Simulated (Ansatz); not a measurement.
**Carriers in KI (Fm-3m)**

```yaml
crystal:
  lattice:
    - [0.00000, 3.50248, 3.50248]
    - [3.50248, 0.00000, 3.50248]
    - [3.50248, 3.50248, 0.00000]
  atoms:
    - { symbol: K, position: [0.00000, 0.00000, 0.00000] }
    - { symbol: I, position: [0.50000, 0.50000, 0.50000] }
```

Unless marked otherwise, the numbers come from PBEsol, all-electron LAPW in Ansatz 0.2.0, with spin-orbit coupling. k mesh 6×6×6, fixed occupations, basis error target 1 meV/atom. The cell was relaxed by PAW under this functional.

Extrema are searched on a 8×8×8 mesh and refined by Newton steps; masses come from band slopes 0.005 Å⁻¹ away, 1/m* = (1/ħ²) d²E/dk², negative for holes (the finite step makes the lightest masses up to about 3 % heavy). k is in units of the reciprocal vectors.

Task: Where are the band edges, and is the gap direct?

Result: The valence maximum lies at Gamma (0.000, 0.000, 0.000) and the conduction minimum at Gamma (0.000, 0.000, 0.000), so the Kohn-Sham gap of 3.547 eV is direct.

Task: What are the electron masses at the edge?

Result: The principal masses are 0.316, 0.316, 0.316 mₑ. One valley has a density-of-states mass (m₁m₂m₃)^(1/3) = 0.316; the direction-averaged conductivity mass 3/Σ(1/mᵢ) is 0.316 mₑ.

Task: Several bands lie at or near the hole edge, or its surface isn't an ellipsoid. What are the masses by direction?

Result: 

```tsv
direction	branch from the edge (spin pairs averaged)	its level at the point (eV from the edge)	m*/mₑ
100	1	0.000	-2.24
100	2	0.000	-0.533
100	3	-1.042	-1.23
110	1	0.000	-2.13
110	2	0.000	-0.54
110	3	-1.042	-1.23
111	1	0.000	-2.09
111	2	0.000	-0.542
111	3	-1.042	-1.23
11-2	1	0.000	-2.13
11-2	2	0.000	-0.54
11-2	3	-1.042	-1.23
```

Task: What electronic dielectric constant and refractive index follow from the same bands (independent particles)?

Result: ε∞ = (3.36, 3.36, 3.36), so n ≈ √ε∞ = 1.83 (mean over directions) well under the gap and the normal reflectivity is ((n − 1)/(n + 1))² = 0.086. Local fields, left out here, lower ε∞ by several per cent.

Task: What gap does PAW give in the same cell?

Result: 3.548 eV, 1 meV from the LAPW value.

Task: What does spin-orbit coupling change?

Result: The gap goes from 3.873 to 3.547 eV. The valence levels at the maximum lie at 0.000, 0.000, -1.042 eV (pairs).

Task: Cells strained by ±0.5 % (all lengths, zz alone, equal engineering shears γ in yz, zx, xy; ions relaxed) give deformation potentials. How do the edge levels move, in eV per unit strain against the centre of the top valence set?

Result: 

```json
{"point": "Gamma", "k": "0.00 0.00 0.00", "side": "valence", "bands": "4", "level (eV)": "0.000", "d/dlnV": "0.00", "d/dε_zz": "0.00", "d/dγ": "0.00*", "split/ε_zz": "0.25", "split/γ": "2.79"}
{"point": "Gamma", "k": "0.00 0.00 0.00", "side": "conduction", "bands": "2", "level (eV)": "3.547", "d/dlnV": "-2.12", "d/dε_zz": "-2.12", "d/dγ": "0.00*", "split/ε_zz": "–", "split/γ": "–"}
{"point": "X", "k": "-0.50 0.00 -0.50", "side": "valence", "bands": "2", "level (eV)": "-0.419", "d/dlnV": "0.62", "d/dε_zz": "0.01", "d/dγ": "0.00*", "split/ε_zz": "–", "split/γ": "–"}
{"point": "X", "k": "-0.50 0.00 -0.50", "side": "conduction", "bands": "2", "level (eV)": "4.461", "d/dlnV": "1.94", "d/dε_zz": "1.67", "d/dγ": "0.00*", "split/ε_zz": "–", "split/γ": "–"}
{"point": "X", "k": "-0.50 -0.50 0.00", "side": "valence", "bands": "2", "level (eV)": "-0.419", "d/dlnV": "0.62", "d/dε_zz": "1.84", "d/dγ": "0.00*", "split/ε_zz": "–", "split/γ": "–"}
{"point": "X", "k": "-0.50 -0.50 0.00", "side": "conduction", "bands": "2", "level (eV)": "4.461", "d/dlnV": "1.94", "d/dε_zz": "2.49", "d/dγ": "0.00*", "split/ε_zz": "–", "split/γ": "–"}
{"point": "L", "k": "-0.50 0.00 0.00", "side": "valence", "bands": "2", "level (eV)": "-0.395", "d/dlnV": "0.96", "d/dε_zz": "0.96", "d/dγ": "-0.95", "split/ε_zz": "–", "split/γ": "–"}
{"point": "L", "k": "-0.50 0.00 0.00", "side": "conduction", "bands": "2", "level (eV)": "5.086", "d/dlnV": "-0.82", "d/dε_zz": "-0.82", "d/dγ": "-0.48", "split/ε_zz": "–", "split/γ": "–"}
{"point": "L", "k": "-0.50 -0.50 -0.50", "side": "valence", "bands": "2", "level (eV)": "-0.395", "d/dlnV": "0.96", "d/dε_zz": "0.96", "d/dγ": "2.86", "split/ε_zz": "–", "split/γ": "–"}
{"point": "L", "k": "-0.50 -0.50 -0.50", "side": "conduction", "bands": "2", "level (eV)": "5.086", "d/dlnV": "-0.82", "d/dε_zz": "-0.82", "d/dγ": "1.44", "split/ε_zz": "–", "split/γ": "–"}
```

The quartet at Γ splits by 2|b|ε_zz and by 2√3|d|(γ/2), so |b| = 0.13 eV and |d| = 1.61 eV.

Sets with another level within 0.15 eV are left out, since it mixes in under strain; the reference set stays in any case. Entries marked * vanish by symmetry to first order; what they show is the residue of the finite step. These cells use a basis error target of 0.5 meV/atom.

Limits of these numbers: semilocal gaps are low, and what follows the gap (onsets, screening, light masses) shifts with it; the frozen-core PAW files of the compared runs were fitted under PBE, their cores solved anew for this functional.
